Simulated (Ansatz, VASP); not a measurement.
## Two plane-wave programs on Ga

```
Ga
1.0
     1.37063   -3.96235   -0.02455
     1.37063    3.96235   -0.02455
    -0.17561    0.00000    3.30228
Ga
2
Direct
  0.86623 0.13377 0.25000
  0.13377 0.86623 0.75000
```

Alike in both runs: functional PBEsol; k mesh 16 × 16 × 12; occupations gaussian, width 0.1 eV; no spin polarisation.

Ansatz relaxed the structure, and its values are those at the end. VASP's run is a single point on that final structure, the one shown.

```csv
,VASP,Ansatz
version,VASP 6.6.1,Ansatz 0.2.0
potentials or method,"VASP PAW PBE potentials, release 64 (Ga_d)","scalar-relativistic, plane waves, PAW"
plane-wave cutoff (eV),520,420
valence electrons in the cell,26,26
```

|  | VASP | Ansatz | Ansatz less VASP |
| --- | --- | --- | --- |
| gap on the k mesh at the Fermi level (eV) | none | none | - |
| pressure (GPa) | 0.1 | 0.0 | -0.10 |

A gap of «none» marks a metal or a gap that the smearing closes.

Caveats: the PAW data sets were made with another functional, which shifts forces and pressure a little (VASP).
